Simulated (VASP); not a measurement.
# BN (Fmm2) in VASP: notebook

The runs below take BN through single point, relaxation of cell and atoms, with LDA.

All numbers are computed with VASP 6.6.1; they aren't measurements. Logs are shortened: lines on timing, memory, paths and dates and some standing lists are left out, and cuts for length are marked.

## (1) The crystal as given

It takes space group Fmm2 (No. 42, orthorhombic). The conventional cell has a = 2.490 Å, b = 6.556 Å, c = 4.307 Å, α = 90.00°, β = 90.00°, γ = 90.00°. Around B (site symmetry mm2) lie 3 N at 1.44 Å. N (site symmetry mm2) has 3 B at 1.44 Å as nearest neighbours.

Measurements of this composition are mostly on another form, of space group No. 194.

## (2) Single point, LDA

Contents of INCAR:

```
SYSTEM = BN
PREC     = Accurate       ! precision mode
ENCUT    = 520            ! plane-wave cutoff, eV
EDIFF    = 1E-6           ! SCF threshold, eV
ISMEAR   = 0              ! smearing method
SIGMA    = 0.02           ! smearing width, eV
LREAL    = .False.        ! projectors in reciprocal space
LASPH    = .True.         ! aspherical terms in the spheres
NELM     = 100            ! most SCF steps
ALGO     = Normal         ! electronic algorithm
ISIF     = 2              ! what is computed and relaxed
LWAVE    = .False.        ! write WAVECAR
LCHARG   = .False.        ! write CHGCAR
GGA      = CA             ! functional
NBANDS   = 11             ! bands
```

Contents of KPOINTS:

```
Automatic mesh
0
Gamma
  12 12 12
  0 0 0
```

Contents of POSCAR:

```
BN
1.0
    0.0000000000      3.2781428420      2.1533148423
    1.2451249222      0.0000000000      2.1533148423
    1.2451249222      3.2781428420      0.0000000000
B N
1 1
Direct
    0.0001257820      0.0001257820      0.9998742180
    0.6665742080      0.6665742080      0.3334257920
```

Potentials or basis: VASP PAW LDA potentials, release 64 (B, N).

On the command line:

```console
> cat potpaw_LDA.64/B/POTCAR potpaw_LDA.64/N/POTCAR > POTCAR
> mpirun -np 1 vasp_std > vasp.out
```

OUTCAR:

```text
SYSTEM = BN
   PREC = Accurate
   ENCUT = 520
   EDIFF = 1E-6
   ISMEAR = 0
   LREAL = .False.
   LASPH = .True.
   NELM = 100
   ISIF = 2
   GGA = CA

 ion  position               nearest neighbor table
   1  0.000  0.000  1.000-   2 1.44   2 1.44   2 1.44
   2  0.667  0.667  0.333-   1 1.44   1 1.44   1 1.44

  LATTYP: Found a face centered orthorhombic cell.
 ALAT       =     2.4902498444
 B/A-ratio  =     1.7293966283
 C/A-ratio  =     2.6327822884

  Lattice vectors:

 A1 = (  -0.0000000000,   3.2781428420,   2.1533148423)
 A2 = (  -1.2451249222,   3.2781428420,   0.0000000000)
 A3 = (  -1.2451249222,   0.0000000000,   2.1533148423)

Analysis of symmetry for initial positions (statically):
=====================================================================
 Subroutine PRICEL returns:
 Original cell was already a primitive cell.

 Routine SETGRP: Setting up the symmetry group for a
 face centered orthorhombic supercell.

 Subroutine GETGRP returns: Found  4 space group operations
 (whereof  4 operations were pure point group operations)
 out of a pool of  8 trial point group operations.

The static configuration has the point symmetry C_2v.

Analysis of symmetry for dynamics (positions and initial velocities):
=====================================================================
 Subroutine PRICEL returns:
 Original cell was already a primitive cell.

 Routine SETGRP: Setting up the symmetry group for a
 face centered orthorhombic supercell.

 Subroutine GETGRP returns: Found  4 space group operations
 (whereof  4 operations were pure point group operations)
 out of a pool of  8 trial point group operations.

The dynamic configuration has the point symmetry C_2v.

 Subroutine INISYM returns: Found  4 space group operations
 (whereof  4 operations are pure point group operations),
 and found     1 'primitive' translations

----------------------------------------------------------------------------------------

                                     Primitive cell

  volume of cell :      17.5784

  direct lattice vectors                    reciprocal lattice vectors
     0.000000000  3.278142842  2.153314842    -0.401566133  0.152525385  0.232200136
     1.245124922  0.000000000  2.153314842     0.401566133 -0.152525385  0.232200136
     1.245124922  3.278142842  0.000000000     0.401566133  0.152525385 -0.232200136

  length of vectors
     3.922114902  2.487388366  3.506644630     0.488299350  0.488299350  0.488299350

  position of ions in fractional coordinates (direct lattice)
[... 90 lines left out ...]
   NELECT =       8.0000    total number of electrons
   NUPDOWN=      -1.0000    fix difference up-down
   EMIN   =  10.00;   EMAX   =-10.00  energy-range for DOS
   EFERMI =   0.00;   METHOD = LEGACY
   ISMEAR =     0;   SIGMA  =   0.02  broadening in eV -4-tet -1-fermi 0-gaus
   EFERMI_NEDOS =   21; number of points for ismear=-14 and -15
   IALGO  =     38    algorithm
   IMIX   =      4    mixing-type and parameters
     AMIX     =   0.40;   BMIX     =  1.00
     AMIX_MAG =   1.60;   BMIX_MAG =  1.00
  volume/ion in A,a.u.               =       8.79        59.31
  Fermi-wavevector in a.u.,A,eV,Ry     =   1.259250  2.379638 21.574911  1.585711
  Thomas-Fermi vector in A             =   2.392819
   LORBIT       =      0    0 simple, 1 ext, 2 COOP (PROOUT), +10 PAW based schemes
   GGA     = CA    functional components
   LHFCALC =     F    Hartree Fock is set to
   AEXX    =    0.0000 exact exchange contribution
   IVDW    =     0    specifies the selected vdW correction
   LEPSILON=     F    determine dielectric tensor
   LRPA    =     F    only Hartree local field effects (RPA)
 non-spin polarized calculation
 Gauss-broadening in eV      SIGMA  =   0.02
  energy-cutoff  :      520.00
  volume of cell :       17.58
 maximum number of plane-waves:       493
 NGX is ok and might be reduce to    30
   NGX = 15   NGY =  9   NGZ = 13

 number of electron       8.0000000 magnetization

 Free energy of the ion-electron system (eV)
  ---------------------------------------------------
  ext. energy  EPLUGINS =         0.00000000
  ---------------------------------------------------
  free energy    TOTEN  =       -19.28687054 eV

  energy without entropy =      -19.28687054  energy(sigma->0) =      -19.28687054

 E-fermi :   2.6639     XC(G=0): -10.6448

 val. band max:        2.4872951651   @ k =   0.4167  -0.4167   0.0833
 cond. band min:       5.8688881310   @ k =   0.0000   0.5000   0.5000
 fundamental gap:      3.3815929659
 Fermi energy:         2.6638621845

 k-point     1 :       0.0000    0.0000    0.0000
  band No.  band energies     occupation
      1     -15.3833      2.00000
      2      -1.8203      2.00000
      3       1.0359      2.00000
      4       1.0392      2.00000
      5       7.3389      0.00000
      6      13.9542      0.00000
      7      14.0689      0.00000
      8      15.5717      0.00000
      9      17.5216      0.00000
     10      28.1125      0.00000
     11      30.3540      0.00000
[... 309 lines left out ...]
 k-point    24 :      -0.4167    0.1667    0.0000
  band No.  band energies     occupation
      1     -11.7902      2.00000
      2      -6.2853      2.00000
      3      -3.1600      2.00000
      4       1.7623      2.00000
      5       7.0304      0.00000
      6      13.9698      0.00000
      7      15.8935      0.00000
      8      17.8316      0.00000
      9      21.3421      0.00000
     10      23.4915      0.00000
     11      25.3622      0.00000

 [... further k-points ...]

------------------------ aborting loop because EDIFF is reached ----------------------------------------

  FORCE on cell =-STRESS in cart. coord.  units (eV):
  Direction    XX          YY          ZZ          XY          YZ          ZX
  --------------------------------------------------------------------------------------
  -------------------------------------------------------------------------------------
  Total        0.0846068     -0.0184342      0.0841043      0.0000000      0.0000000      0.0000000
  in kB        7.7114776     -1.6801800      7.6656776      0.0000000      0.0000000      0.0000000
  external PRESSURE =       4.5656584 kB  Pullay stress =       0.0000000 kB

 VOLUME and BASIS-vectors are now :
 -----------------------------------------------------------------------------
  energy-cutoff  :      520.00
  volume of cell :       17.58
      direct lattice vectors                 reciprocal lattice vectors
     0.000000000  3.278142842  2.153314842    -0.401566133  0.152525385  0.232200136
     1.245124922  0.000000000  2.153314842     0.401566133 -0.152525385  0.232200136
     1.245124922  3.278142842  0.000000000     0.401566133  0.152525385 -0.232200136

 POSITION                                       TOTAL-FORCE (eV/Angst)
 -----------------------------------------------------------------------------------
      1.24512      3.27814      0.00054         0.000000      0.000000      0.000053
      1.24512      3.27814      2.87069         0.000000      0.000000     -0.000053
 -----------------------------------------------------------------------------------
    total drift:                                0.000001      0.000000     -0.000018

  FREE ENERGIE OF THE ION-ELECTRON SYSTEM (eV)
  ---------------------------------------------------
  free  energy   TOTEN  =       -19.2868705383 eV

  energy  without entropy=      -19.2868705383  energy(sigma->0) =      -19.28687054
```

Run time: 47 s. Hardware: 1 thread of Intel Xeon Platinum 8488C (Sapphire Rapids), shared host; peak memory 0.16 GiB.

What came out:

```
Free energy            : -19.2869 eV
Pressure               : 0.5 GPa
Band gap on the k mesh : 3.38 eV, indirect (least direct gap 4.44 eV)
```

Stress tensor (GPa, compression positive):
```
 0.77  0.00  0.00
 0.00 -0.17  0.00
 0.00  0.00  0.77
```

## (3) Relaxation of cell and atoms, LDA

This run uses another cell than the first one, of 9.48 Å³/atom, 1.078 times its volume.

Contents of INCAR:

```
PREC = Accurate
ENCUT = 600
EDIFF = 1E-6
ISMEAR = 0
SIGMA = 0.02
LREAL = F
LASPH = T
NELM = 100
ALGO = Fast
ISIF = 3
LWAVE = F
LCHARG = F
IBRION = 2
NSW = 100
EDIFFG = -0.005
```

Contents of KPOINTS:

```
regular mesh
0
Gamma
  12 12 12
```

Contents of POSCAR:

```
BN
1.0
    0.0000000000      3.4953158300      2.1660912400
    1.2516321000      0.0000000000      2.1660912400
    1.2516321000      3.4953158300      0.0000000000
B N
1 1
Direct
    0.0000486500      0.0000486500      0.9999513500
    0.6666513400      0.6666513400      0.3333486600
```

Potentials or basis: VASP PAW LDA potentials, release 64 (B, N).

On the command line:

```console
> cat potpaw_LDA.64/B/POTCAR potpaw_LDA.64/N/POTCAR > POTCAR
> mpirun -np 1 vasp_std > vasp.out
```

Run time: 5.9 min. Hardware: 1 thread of Intel Xeon Platinum 8488C (Sapphire Rapids), shared host; peak memory 0.19 GiB.

It converged, with:

| Quantity | Value |
| --- | --- |
| Free energy | -19.2918 eV |
| Relaxed volume | 8.72 Å³/atom |
| Relaxed cell | a = 3.898 Å, b = 2.488 Å, c = 3.479 Å, α = 79.67°, β = 38.91°, γ = 61.42° |
| Space group after relaxing (to 0.05 Å) | Fmm2 (No. 42) |
| Energy gained by relaxing | 5.1 meV/atom |
| Ionic steps | 21 |
| Pressure after relaxing | 0.0 GPa |
| Largest force after relaxing | 0.004 eV/Å |
| Band gap on the k mesh | 3.32 eV, indirect (least direct gap 4.43 eV) |

Forces in eV/Å, atoms in the order of the input:
```
B    0.000  0.000  0.004
N    0.000  0.000 -0.004
```

Step by step:
```csv
step,energy change (eV),largest force (eV/Å),pressure (GPa),volume (Å³)
1,0.0000,0.0105,-3.97,18.95
2,0.0091,0.0371,7.00,18.32
3,-0.0034,0.0042,-0.37,18.73
4,-0.0034,0.0045,-0.31,18.73
5,-0.0039,0.0123,-0.27,18.66
6,-0.0054,0.0632,-0.16,18.47
7,-0.0077,0.1659,-0.12,18.08
8,-0.0084,0.3752,0.31,17.31
9,-0.0089,0.2859,0.10,17.63
10,-0.0091,0.2686,0.11,17.62
11,-0.0095,0.2168,0.11,17.57
12,-0.0100,0.1140,0.12,17.47
13,-0.0099,0.0885,0.16,17.27
14,-0.0102,0.0360,0.02,17.39
15,-0.0102,0.0009,0.08,17.36
16,-0.0102,0.0154,0.06,17.37
17,-0.0102,0.0207,0.07,17.38
18,-0.0102,0.0259,0.08,17.38
19,-0.0102,0.0237,0.07,17.39
20,-0.0102,0.0170,0.02,17.40
21,-0.0102,0.0036,-0.04,17.44
```

Final structure:
```xyz
2
Lattice="0.0000 3.2488 2.1541 1.2458 0.0000 2.1541 1.2458 3.2488 0.0000" Properties=species:S:1:pos:R:3 pbc="T T T"
B     1.2458    3.2488    0.0005
N     1.2458    3.2488    2.8717
```

Levels at points of the mesh, in eV from the valence-band top:
| k point | band 1 | band 2 | band 3 | band 4 | band 5 | band 6 | band 7 | band 8 |
| --- | --- | --- | --- | --- | --- | --- | --- | --- |
| (0.00, 0.00, 0.00) | -17.90 | -4.27 | -1.47 | -1.47 | 4.90 | 11.43 | 11.55 | 13.06 |
| (0.50, 0.00, 0.00) | -14.55 | -9.09 | -4.32 | -1.13 | 4.37 | 9.94 | 13.37 | 16.16 |
| (0.50, 0.50, 0.00) | -14.63 | -9.25 | -4.31 | -0.35 | 6.01 | 9.45 | 12.07 | 13.95 |
| (0.50, 0.00, 0.50) | -17.53 | -6.69 | -1.52 | -1.46 | 10.12 | 11.36 | 11.48 | 12.67 |
| (0.00, 0.50, 0.50) | -14.43 | -8.91 | -4.39 | -1.82 | 3.32 | 9.90 | 14.70 | 19.17 |

A k mesh can miss the band edges. A hybrid or GW would open this gap; LDA tends to underestimate it.

## (4) Single point, LDA

This run uses another cell than the first one, of 9.48 Å³/atom, 1.078 times its volume.

Contents of INCAR:

```
SYSTEM = BN
PREC = Accurate ; ENCUT = 520
EDIFF = 1E-7 ; ISMEAR = 0
SIGMA = 0.1 ; LREAL = .FALSE.
LASPH = .TRUE. ; NELM = 100
ALGO = Fast ; ISIF = 2
LWAVE = .FALSE. ; LCHARG = .FALSE.
NBANDS = 11
```

Contents of KPOINTS:

```
Automatic mesh
0
G
  8 8 8
  0 0 0
```

POSCAR is that of step 3.

Potentials or basis: VASP PAW LDA potentials, release 64 (B, N).

On the command line:

```console
> cat potpaw_LDA.64/B/POTCAR potpaw_LDA.64/N/POTCAR > POTCAR
> mpirun -np 1 vasp_std > vasp.out
```

OUTCAR:

```text
SYSTEM = BN
   PREC = Accurate
   ENCUT = 520
   EDIFF = 1E-7
   ISMEAR = 0
   LREAL = .FALSE.
   LASPH = .TRUE.
   NELM = 100
   ISIF = 2

 ion  position               nearest neighbor table
   1  0.000  0.000  1.000-   2 1.44   2 1.44   2 1.44
   2  0.667  0.667  0.333-   1 1.44   1 1.44   1 1.44

  LATTYP: Found a face centered orthorhombic cell.
 ALAT       =     2.5032642000
 B/A-ratio  =     1.7306133647
 C/A-ratio  =     2.7926064137

  Lattice vectors:

[... 526 lines left out ...]

  FORCE on cell =-STRESS in cart. coord.  units (eV):
  Direction    XX          YY          ZZ          XY          YZ          ZX
  --------------------------------------------------------------------------------------
  -------------------------------------------------------------------------------------
  Total       -0.6009793     -0.1491244     -0.5956055      0.0000000      0.0000000      0.0000000
  in kB      -50.8042729    -12.6063499    -50.3499968      0.0000000      0.0000000      0.0000000
  external PRESSURE =     -37.9202065 kB  Pullay stress =       0.0000000 kB

 VOLUME and BASIS-vectors are now :
 -----------------------------------------------------------------------------
  energy-cutoff  :      520.00
  volume of cell :       18.95
      direct lattice vectors                 reciprocal lattice vectors
     0.000000000  3.495315830  2.166091240    -0.399478409  0.143048590  0.230830535
     1.251632100  0.000000000  2.166091240     0.399478409 -0.143048590  0.230830535
     1.251632100  3.495315830  0.000000000     0.399478409  0.143048590 -0.230830535

 POSITION                                       TOTAL-FORCE (eV/Angst)
 -----------------------------------------------------------------------------------
      1.25163      3.49532      0.00021         0.000000      0.000000      0.010576
      1.25163      3.49532      2.88806         0.000000      0.000000     -0.010576
 -----------------------------------------------------------------------------------
    total drift:                                0.000001      0.000002     -0.000046

  FREE ENERGIE OF THE ION-ELECTRON SYSTEM (eV)
  ---------------------------------------------------
  free  energy   TOTEN  =       -19.2792266886 eV

  energy  without entropy=      -19.2792266886  energy(sigma->0) =      -19.27922669
```

OSZICAR:

```text
N       E                     dE             d eps       ncg     rms          rms(c)
DAV:   1     0.120033532797E+02    0.12003E+02   -0.46515E+03  2114   0.678E+02
DAV:   2    -0.205656586422E+02   -0.32569E+02   -0.31606E+02  2513   0.151E+02
DAV:   3    -0.212984649412E+02   -0.73281E+00   -0.73168E+00  2560   0.203E+01
DAV:   4    -0.213004586417E+02   -0.19937E-02   -0.19937E-02  2338   0.126E+00
DAV:   5    -0.213004686576E+02   -0.10016E-04   -0.10016E-04  2538   0.757E-02    0.782E+00
RMM:   6    -0.195358671390E+02    0.17646E+01   -0.14314E+00  2098   0.788E+00    0.346E+00
RMM:   7    -0.193362520095E+02    0.19962E+00   -0.14753E-01  2237   0.274E+00    0.202E+00
RMM:   8    -0.192801616570E+02    0.56090E-01   -0.74970E-02  2327   0.185E+00    0.276E-01
RMM:   9    -0.192794504895E+02    0.71117E-03   -0.46907E-03  2418   0.584E-01    0.137E-01
RMM:  10    -0.192792246697E+02    0.22582E-03   -0.46941E-04  2452   0.196E-01    0.224E-02
RMM:  11    -0.192792361766E+02   -0.11507E-04   -0.10074E-04  2473   0.847E-02    0.311E-02
RMM:  12    -0.192792266739E+02    0.95026E-05   -0.12776E-05  2477   0.282E-02    0.492E-03
RMM:  13    -0.192792267010E+02   -0.27085E-07   -0.13005E-06  2525   0.926E-03    0.128E-03
RMM:  14    -0.192792266886E+02    0.12460E-07   -0.12248E-07  2052   0.298E-03
   1 F= -.19279227E+02 E0= -.19279227E+02  d E =-.360073E-11
```

It took 9.5 s on 1 thread of Intel Xeon 6975P-C (Granite Rapids), shared host; peak memory 0.13 GiB.

Results:

```
Free energy            : -19.2792 eV
Pressure               : -3.8 GPa
Largest force          : 0.011 eV/Å
Band gap on the k mesh : 3.61 eV, indirect (least direct gap 4.66 eV)
```

Forces on the atoms (eV/Å):
```
B    0.000  0.000  0.011
N    0.000  0.000 -0.011
```

Stress tensor (GPa, compression positive):
```
-5.08  0.00  0.00
 0.00 -1.26  0.00
 0.00  0.00 -5.03
```

## (5) Overview

| task | cell | k mesh | cutoff (eV) | smearing | gap on the mesh (eV) | pressure (GPa) |
| --- | --- | --- | --- | --- | --- | --- |
| single point | Fmm2, 8.79 Å³/atom | 12 × 12 × 12 | 520 | gaussian 0.02 eV | 3.38 | 0.5 |
| relaxation of cell and atoms | relaxed | 12 × 12 × 12 | 600 | gaussian 0.02 eV | 3.32 | 0.0 |
| single point | Fmm2, 9.48 Å³/atom | 8 × 8 × 8 | 520 | gaussian 0.1 eV | 3.61 | -3.8 |

Alike in all rows: level LDA; potentials or basis VASP PAW LDA potentials, release 64 (B, N); no spin polarisation.

Total energies depend on the potentials used, so only differences within one code and one set of settings carry meaning.
